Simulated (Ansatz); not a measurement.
**3-layer In2Se2 (AA') in a perpendicular field**

Wanted: the out-of-plane response of the 3-layer In2Se2 (AA'). A positive field points along +c.

Main program and level: Ansatz 0.2.0; plane-wave DFT, PBE-D3(BJ), Ansatz PAW.

Report form: the programs' logs are mostly left out.

## (1) The structure

The cell holds 12 atoms: 6 Se and 6 In. Cell: a = 4.134 Å, b = 4.134 Å, c = 74.229 Å, α = 90.0°, β = 90.0°, γ = 120.0°. Regions: layer 1: In2Se2, 4 atoms (2 Se and 2 In); layer 2: In2Se2, 4 atoms (2 Se and 2 In); layer 3: In2Se2, 4 atoms (2 Se and 2 In). Vacuum lies along c.

## (2) Relaxing the slab

The starting cell is a guess, so the in-plane lattice and the atoms are relaxed first, with the slab cut off from its images along the normal.

Input file input.yaml:

```yaml
crystal:
  lattice:
    - [4.134, 0.0, 0.0]
    - [-2.067, 3.5801490192, 0.0]
    - [0.0, 0.0, 74.2287283935]
  atoms:
    - { symbol: Se, position: [0.3333333333, 0.6666666667, 0.3543102592] }
    - { symbol: In, position: [0.0, 0.0, 0.3698225111] }
    - { symbol: In, position: [0.0, 0.0, 0.4080826304] }
    - { symbol: Se, position: [0.3333333333, 0.6666666667, 0.4235948823] }
    - { symbol: Se, position: [0.0, 0.0, 0.4653576885] }
    - { symbol: In, position: [0.3333333333, 0.6666666667, 0.4808699404] }
    - { symbol: In, position: [0.3333333333, 0.6666666667, 0.5191300596] }
    - { symbol: Se, position: [0.0, 0.0, 0.5346423115] }
    - { symbol: Se, position: [0.3333333333, 0.6666666667, 0.5764051177] }
    - { symbol: In, position: [0.0, 0.0, 0.5919173696] }
    - { symbol: In, position: [0.0, 0.0, 0.6301774889] }
    - { symbol: Se, position: [0.3333333333, 0.6666666667, 0.6456897408] }
  periodic: [true, true, false]
kpoints:
  mp_grid: { grid: [12, 12, 1] }
hamiltonian:
  xc: pbe
  dispersion: d3bj
scf:
  occupations: { method: fermi_dirac, width: 0.05 }
  convergence: { dr2_threshold: 1.0e-09 }
relax:
  f_tol: 0.004
  max_steps: 90
  cell: {}
output:
  write_potential: true
  write_density: true
  volumetric_format: npy
```

On the command line:

```
ansatz run input.yaml --threads 4 --pin off --max-ram 16384MiB --backend cpu --events-out ev --progress --plain --runs-dir out
```

Run time: 12 min. Hardware: 4 threads of Arm Neoverse V1, shared host; peak memory 3.3 GiB; 47 min of CPU time.

The steps of the relaxation:

```csv
step,energy less that of the first step (eV),largest force component (eV/Å),volume (Å³)
1,0.0000,0.6232,1098.61
2,0.1573,1.4574,1048.06
3,-0.1931,0.0928,1071.18
4,-0.2212,0.0247,1052.56
5,-0.2248,0.0038,1045.36
6,-0.2252,0.0094,1044.11
7,-0.2251,0.0109,1044.39
8,-0.2252,0.0004,1044.22
9*,-0.2219,0.0004,1044.22
```

Relaxation steps marked * repeat the geometry before them on a plane-wave basis chosen anew for their cell, so energy and pressure can jump there. Relaxation steps 2, 7 were tried and not accepted.

The run keeps the 12 symmetry operations that it works with, so distortions that break them were not tested.

```csv
cell as run,before,after,change
a (Å),4.134,4.030,-2.5 %
b (Å),4.134,4.030,-2.5 %
```

The atoms that moved most (Å, along periodic axes as changes of fractional coordinates times the final cell, across vacuum about the mean position):

```csv
atom,dx,dy,dz,length
Se12,0.000,0.000,0.264,0.264
Se1,0.000,0.000,-0.264,0.264
In10,0.000,0.000,0.168,0.168
In3,0.000,0.000,-0.168,0.168
In2,0.000,0.000,-0.123,0.123
In11,0.000,0.000,0.123,0.123
Se5,0.000,0.000,-0.113,0.113
Se8,0.000,0.000,0.113,0.113
```

The lattice constant a goes from 4.134 to 4.030 Å.

## (3) Atoms held, field 0, start network

A sawtooth potential applies the field, turning back in the middle of the vacuum. With the dipole correction the typed value is the field outside the slab. The induced dipole is small, so the SCF threshold is tight.

The cell differs from the one that the last finished run ended in (c 74.229 → 40.157 Å).

Input file input.yaml:

```yaml
crystal:
  lattice:
    - [4.0303618575, 0.0, 0.0]
    - [-2.0151809288, 3.4903957551, 0.0]
    - [0.0, 0.0, 40.1567447341]
  atoms:
    - { symbol: Se, position: [0.3333333333, 0.6666666667, 0.2241217524] }
    - { symbol: In, position: [0.0, 0.0, 0.2563123305] }
    - { symbol: In, position: [0.0, 0.0, 0.3258999957] }
    - { symbol: Se, position: [0.3333333333, 0.6666666667, 0.3579903956] }
    - { symbol: Se, position: [0.0, 0.0, 0.4331474847] }
    - { symbol: In, position: [0.3333333333, 0.6666666667, 0.4652160521] }
    - { symbol: In, position: [0.3333333333, 0.6666666667, 0.5347839479] }
    - { symbol: Se, position: [0.0, 0.0, 0.5668525153] }
    - { symbol: Se, position: [0.3333333333, 0.6666666667, 0.6420096044] }
    - { symbol: In, position: [0.0, 0.0, 0.6741000043] }
    - { symbol: In, position: [0.0, 0.0, 0.7436876695] }
    - { symbol: Se, position: [0.3333333333, 0.6666666667, 0.7758782476] }
kpoints:
  mp_grid: { grid: [12, 12, 1] }
  band_path:
    path: [[0, 0, 0], [0.5, 0, 0], [0.33333333, 0.33333333, 0], [0, 0, 0]]
    npoints: 16
hamiltonian:
  xc: pbe
  dispersion: d3bj
scf:
  occupations: { method: fermi_dirac, width: 0.02585 }
  convergence: { dr2_threshold: 1.0e-10 }
efield:
  axis: 3
  dipole_correction: true
  ramp_position: 0.97
  ramp_width: 0.06
  amplitude: 0
output:
  dos: { projected: true, e_range: [-6, 5] }
  write_potential: true
  write_density: true
  volumetric_format: npy
  elf: true
```

Elapsed: 1.8 min, on 4 threads; peak memory 2.9 GiB.

This step gave:

| Quantity | Value |
| --- | --- |
| dipole along the normal | -7.80e-7 e·Å |
| gap along the path | 0.8403 eV |
| smallest direct gap along the path | 0.8898 eV |
| ionisation energy, upper face | 5.522 eV |
| electron affinity, upper face | 4.681 eV |
| gap, the smaller of path and mesh | 0.8403 eV |

The electron's electrostatic potential energy less the Fermi level oscillates, so the rows of the table below give means over windows of 4.16 Å about each position, cut where the curve ends. Its maxima inside the range that stand out by 2 % of the span (Å: eV): 11.7: -1.81, 15.9: 1.53, 20.1: -1.82, 24.2: 1.53, 28.4: -1.81. Its minima: 9.8: -4.94, 13.5: -4.98, 18.1: -4.98, 22.0: -4.98, 26.6: -4.98, 30.3: -4.94.

Running mean over a fixed 2.5 Å (it still follows the layers) of the planar mean; the ramp of the sawtooth is left out. Table of electron's electrostatic potential energy less the Fermi level by z; means over each step:

```csv
z (Å),electron's electrostatic potential energy less the Fermi level (eV)
5.50,4.85
9.66,-2.18
13.82,-2.27
17.98,-2.31
22.14,-2.34
26.30,-2.25
30.46,-2.22
34.62,4.83
```

The density of states has structure finer than the step of the table below, so its rows give means over 0.25 eV, whole bins alone (the curve runs from -6 to 2.38 eV). Peaks (eV: height): -5.530: 17.5, -3.550: 19.1, -2.580: 17.9, -2.280: 22.0, -2.170: 20.6, -2.060: 19.1, 1.880: 19.8.

Table of density of states by energy, zero at the Fermi level of the run, which the smearing sets inside the gap; means over each step:

```csv
energy (eV),density of states (states/eV a cell)
-5.75,1.96
-5.50,8.52
-5.25,3.40
-5.00,2.42
-4.75,2.06
-4.50,2.10
-4.25,2.44
-4.00,2.37
-3.75,8.20
-3.50,8.46
-3.25,7.73
-3.00,10.1
-2.75,11.2
-2.50,13.9
-2.25,16.4
-2.00,12.5
-1.75,9.88
-1.50,8.10
-1.25,5.36
-1.00,4.04
-0.75,1.95
-0.50,1.09
-0.25,0
0.00,0
0.25,2.5e-5
0.50,0.0457
0.75,0.146
1.00,0.365
1.25,2.50
1.50,6.67
1.75,14.6
2.00,12.6
2.25,6.42
```

Projected DOS per atom over height of the atomic layer and energy from the Fermi level. Layers: Se In In Se Se In In Se Se In In Se from below.

Ten even steps from '_' (0.00 states/eV) to '@' (2.37 states/eV), each cell a mean:
```
::----::::----::::----::
==++++----++++----++++==
....::....::::....::....
________________________
________________________
________________________
________________________
________________________
..____..________..____..
::....::::....::::....::
==::..====....====..::==
**..::####::::####::..**
@@::::%%##::::##%%::::@@
**::..++++....++++..::**
--....--==....==--....--
--::::==--....--==::::--
..__..::::....::::..__..
..____....____....____..
________________________
..____....____....____..
::::::::::....::::::::::
________________________
```
Columns: height of the atomic layer (Å) from 9 to 31.2 (not evenly spaced); rows upwards: energy from the Fermi level (eV) from -5.96 to 2.32.

Electronic bands along the path, in eV, zero at the Fermi level of the run, which the smearing sets inside the gap:

```csv
point,band 84,band 85,band 86,band 87,band 88,band 89,band 90,band 91
Γ,-1.27,-1.27,-1.04,-0.50,0.39,0.90,1.36,1.94
halfway,-1.75,-1.10,-0.95,-0.85,1.74,1.76,1.84,1.89
M,-2.16,-2.12,-1.86,-1.62,1.07,1.13,1.38,1.39
halfway,-2.17,-2.03,-1.81,-1.62,1.62,1.67,1.74,1.78
K,-2.22,-1.92,-1.81,-1.77,1.41,1.62,1.83,2.14
halfway,-2.08,-1.07,-1.02,-1.00,1.98,2.08,2.18,2.31
Γ,-1.27,-1.27,-1.04,-0.50,0.39,0.90,1.36,1.94
```

Valence density in the ca plane at fractional y = 0.667, with atoms of Se and In within 0.2 Å of it. It is the smooth field of the valence electrons, not physical close to the nuclei.

Ten steps, logarithmic in the rise over the least value, from '0' (0 e/Å³) to '9' (29 e/Å³), each cell a mean:
```
00000000000000000000000110000001110000000011
00000000000000000000000111000001100000000011
00000000000000000000000110000001100000000011
00000000000000000001111100000000111110000001
00000000000000000012221100000000112221000000
00000000000000000124652100000000125642100000
00000000000000000137984210000000148973100000
00000000000000000137984210000000148983100000
00000000000000000124653100000000125652100000
00000000000000000012222100000000122221000000
00000000000000000001111100000000111110000001
```
Columns run along c (16.0 Å, from fractional 0.04 to 0.44 of the cell), rows up along a (4.0 Å). Atoms in or near the plane, at fractional coordinates: Se at (0.22, 0.33), Se at (0.36, 0.33).

Electrostatic potential energy in the ca plane at fractional y = 0.667, with atoms of Se and In within 0.2 Å of it. With pseudopotentials it is smooth inside the atoms' cores, unlike the true potential.

Values in eV, 6 rows by 16 columns, each cell a mean:
```
  8   8   8   8   8   8   7   5   0   2   4  -1   3   6   7   3
  8   8   8   8   8   8   7   4   1   2   4   0   3   6   7   4
  8   8   8   8   8   8   3  -8   1   5   5   4  -6  -3   7   5
  8   8   8   8   8   8  -5  -8  -6   6   6   3 -11 -10   6   5
  8   8   8   8   8   8  -3 -11  -4   6   6   3 -12 -10   6   5
  8   8   8   8   8   8   5  -3   2   4   5   3  -2   1   7   5
```
Columns run along c (16.0 Å, from fractional 0.04 to 0.44 of the cell; values clipped at the 3rd and 97th percentile), rows up along a (4.0 Å). Atoms in or near the plane, at fractional coordinates: Se at (0.22, 0.33), Se at (0.36, 0.33).

ELF in the ca plane at fractional y = 0.667, with atoms of Se and In within 0.2 Å of it. It is the smooth field of the valence electrons, not physical close to the nuclei.

Ten even steps from '0' (0.00) to '9' (0.86), each cell a mean:
```
00000000000000000112332222344322223321002677
00000000000000000000112222355432221100003777
00000000000000000012232222344322223221002677
00000000000000012466765322233222356765201356
00000000000000136889888632111123688888610133
00000000000001358999778752000024788789840012
00000000000001469997347752000025774369961001
00000000000001469996237752000025774269961001
00000000000001368998778752000025787789940011
00000000000000246899988642111123688998610123
00000000000000013567775322222222357776201356
```
Columns run along c (16.0 Å, from fractional 0.04 to 0.44 of the cell), rows up along a (4.0 Å). Atoms in or near the plane, at fractional coordinates: Se at (0.22, 0.33), Se at (0.36, 0.33).

The gap is 0.84 eV, with the valence edge 5.52 eV and the conduction edge 4.68 eV under the upper vacuum level.

## (4) Atoms held, field 0.05 V/Å

input.yaml, as its differences from that of step 3:

```diff
@@ -34,5 +34,4 @@
   ramp_width: 0.06
-  amplitude: 0
+  amplitude: 0.05
 output:
-  dos: { projected: true, e_range: [-6, 5] }
   write_potential: true
@@ -40,2 +39 @@
   volumetric_format: npy
-  elf: true
```

Wall time 1.9 min (4 threads); peak memory 2.5 GiB; 7.6 min of CPU time.

The dipole is 0.0859 e·Å, and the gap 0.836 eV.

## (5) Single point, field -0.05 V/Å

input.yaml, as its differences from that of step 4:

```diff
@@ -34,3 +34,3 @@
   ramp_width: 0.06
-  amplitude: 0.05
+  amplitude: -0.05
 output:
```

The job ended after 1.9 min (4 threads; peak memory 2.5 GiB).

The dipole is -0.0859 e·Å, and the gap 0.836 eV.

## (6) Atoms held, field 0.1 V/Å

input.yaml, as its differences from that of step 5:

```diff
@@ -34,3 +34,3 @@
   ramp_width: 0.06
-  amplitude: -0.05
+  amplitude: 0.1
 output:
```

It took 1.9 min on 4 threads; peak memory 2.5 GiB; 7.6 min of CPU time.

The dipole is 0.172 e·Å, and the gap 0.822 eV.

## (7) Atoms held, field -0.1 V/Å

input.yaml, as its differences from that of step 6:

```diff
@@ -34,3 +34,3 @@
   ramp_width: 0.06
-  amplitude: 0.1
+  amplitude: -0.1
 output:
```

Run time: 1.9 min. Hardware: 4 threads; peak memory 2.5 GiB; 7.6 min of CPU time.

The dipole is -0.172 e·Å, and the gap 0.822 eV.

## (8) Single point, field 0.2 V/Å

input.yaml, as its differences from that of step 7:

```diff
@@ -34,3 +34,3 @@
   ramp_width: 0.06
-  amplitude: -0.1
+  amplitude: 0.2
 output:
```

The job ended after 1.9 min (4 threads; peak memory 2.5 GiB; 7.7 min of CPU time).

The dipole is 0.344 e·Å, and the gap 0.772 eV.

## (9) Single point, field -0.2 V/Å

input.yaml, as its differences from that of step 8:

```diff
@@ -34,3 +34,3 @@
   ramp_width: 0.06
-  amplitude: 0.2
+  amplitude: -0.2
 output:
```

It took 1.9 min on 4 threads; peak memory 2.5 GiB; 7.7 min of CPU time.

The dipole is -0.344 e·Å, and the gap 0.772 eV.

## (10) Single point, field 0.3 V/Å

input.yaml, as its differences from that of step 9:

```diff
@@ -34,3 +34,3 @@
   ramp_width: 0.06
-  amplitude: -0.2
+  amplitude: 0.3
 output:
```

It took 2.1 min on 4 threads; peak memory 2.5 GiB.

The dipole is 0.516 e·Å, and the gap 0.695 eV.

## (11) Single point, field -0.3 V/Å

input.yaml, as its differences from that of step 10:

```diff
@@ -34,3 +34,3 @@
   ramp_width: 0.06
-  amplitude: 0.3
+  amplitude: -0.3
 output:
```

It took 2 min on 4 threads; peak memory 2.5 GiB.

The dipole is -0.516 e·Å, and the gap 0.695 eV.

## (12) Single point, field 0.4 V/Å

input.yaml, as its differences from that of step 11:

```diff
@@ -32,5 +32,5 @@
   dipole_correction: true
-  ramp_position: 0.97
-  ramp_width: 0.06
-  amplitude: -0.3
+  ramp_position: 0.9477
+  ramp_width: 0.1046
+  amplitude: 0.4
 output:
```

Elapsed: 2 min, on 4 threads; peak memory 2.5 GiB.

The dipole is 0.689 e·Å, and the gap 0.600 eV.

## (13) Atoms held, field -0.4 V/Å

input.yaml, as its differences from that of step 12:

```diff
@@ -34,3 +34,3 @@
   ramp_width: 0.1046
-  amplitude: 0.4
+  amplitude: -0.4
 output:
```

Wall time 2 min (4 threads); peak memory 2.5 GiB; 8.1 min of CPU time.

The dipole is -0.689 e·Å, and the gap 0.600 eV.

## (14) Response, atoms held

This step: plane-wave DFT, PBE-D3(BJ), Ansatz PAW; response to a field along the normal, atoms held (Ansatz 0.2.0).

The dipoles give the slope, and the difference of two potentials shows where the field is screened.

Numbers from this step:

```
equivalent conductor thickness p/(ε₀AE) : 22.09 Å
distance between the outer atoms        : 22.16 Å
```

Dipole of the cell against applied field:

```csv
applied field (V/Å),dipole of the cell (e·Å)
-0.400,-0.689
-0.300,-0.516
-0.200,-0.344
-0.100,-0.172
-0.050,-0.0859
0.000,-7.8e-7
0.050,0.0859
0.100,0.172
0.200,0.344
0.300,0.516
0.400,0.689
```

Local field over the applied field, running mean. From the potentials at -0.05 and 0.05 V/Å; running mean over 2.8 Å. Table of local field over applied field by z:

z (Å), local field over applied field and a bar:
```
        6      0.957 ##############################
        8      0.470 ##############
       10      0.068 
       12      0.083 #
       14      0.088 #
       16      0.244 ######
       18      0.072 
       20      0.079 #
       22      0.066 
       24      0.241 ######
       26      0.101 #
       28      0.078 
       30      0.064 
       32      0.419 ############
       34      0.943 ##############################
```

The induced electron density oscillates, so the rows of the table below give means over windows of 1 Å about each position, cut where the curve ends. Its maxima inside the range that stand out by 2 % of the span (Å: e/Å³ per V/Å): 8.0: 0.00351, 11.2: 7.4e-4, 13.1: 9.4e-4, 16.5: 0.00199, 19.6: 6.9e-4, 21.4: 9.1e-4, 25.0: 0.00199, 28.0: 7.1e-4, 29.9: 0.00106. Its minima: 10.3: -0.00106, 12.2: -7.1e-4, 15.2: -0.00199, 18.7: -9.1e-4, 20.5: -6.9e-4, 23.6: -0.00199, 27.1: -9.4e-4, 29.0: -7.4e-4, 32.1: -0.00351.

Electrons, planar mean, per unit field. The induced electron density by z; means over each step:

```csv
z (Å),induced electron density (e/Å³ per V/Å)
5,2.3e-5
6,2.0e-4
7,0.00125
8,0.00300
9,9.4e-4
10,-4.2e-4
11,2.0e-4
12,-3.2e-4
13,5.7e-4
14,-3.2e-4
15,-0.00154
16,4.1e-4
17,0.00127
18,1.0e-4
19,-3.5e-4
20,1.0e-4
21,1.4e-4
22,8.6e-5
23,-0.00103
24,-9.1e-4
25,0.00159
26,4.8e-4
27,-5.7e-4
28,3.5e-4
29,-3.5e-4
30,5.9e-4
31,-7.4e-4
32,-0.00285
33,-0.00159
34,-2.7e-4
35,-3.3e-5
```

The smaller of the gaps on the path and on the k-mesh, counted as 0 under 0.03 eV. The gap by applied field:

```csv
applied field (V/Å),gap (eV)
-0.400,0.600
-0.300,0.695
-0.200,0.772
-0.100,0.822
-0.050,0.836
0.000,0.840
0.050,0.836
0.100,0.822
0.200,0.772
0.300,0.695
0.400,0.600
```

By hand: between -0.05 and 0.05 V/Å the dipole changes by 0.1717 e·Å, a slope of 1.717 e·Å²/V. A perfect conductor of thickness t has p = ε₀AEt, so t = 180.95 × 1.717 / 14.068 = 22.09 Å (e/ε₀ = 180.95 V·Å, A in Å²).

The induced dipole is that of a conductor 22.09 Å thick.

## (15) Results

```yaml
gap_without_field: 0.840 eV
ionisation_energy_upper_face: 5.52 eV
electron_affinity_upper_face: 4.68 eV
equivalent_conductor_thickness_atoms_held: 22.1 Å
```

The induced dipole equals that of a perfect conductor 22.09 Å thick, while the outer atoms lie 22.16 Å apart; an out-of-plane ε follows only once a thickness t is chosen, by 1 − 1/ε = 22.09 Å / t. The gap goes from 0.84 eV to 0.60 eV at -0.4 V/Å. With the field reversed the gap is 0.60 eV at 0.4 V/Å. Semilocal functionals give gaps that are too small, and excitons are not included. Spin-orbit coupling is left out, which matters for the bands of elements this heavy.

[Logs are printed without paths, hosts, clocks, repeated set-up lines and the standing remarks that a program may print on its own settings, such as how far it seeks lower states.]

[Hosts, paths, dates, database ids (printed as entryN), source tags and the programs' standing remarks are cut or masked in the printed files.]

[Maps of the electrostatic potential energy from Ansatz leave out the sawtooth potential of an applied field or a dipole correction, so their vacuum need not be flat; planar profiles and work functions include it.]

[The density of states shown here was stored with 400 of the rows of the run's finer table, so its peaks can read low, often by over a quarter, or be missed, and its means over a window can be off by a tenth or more.]
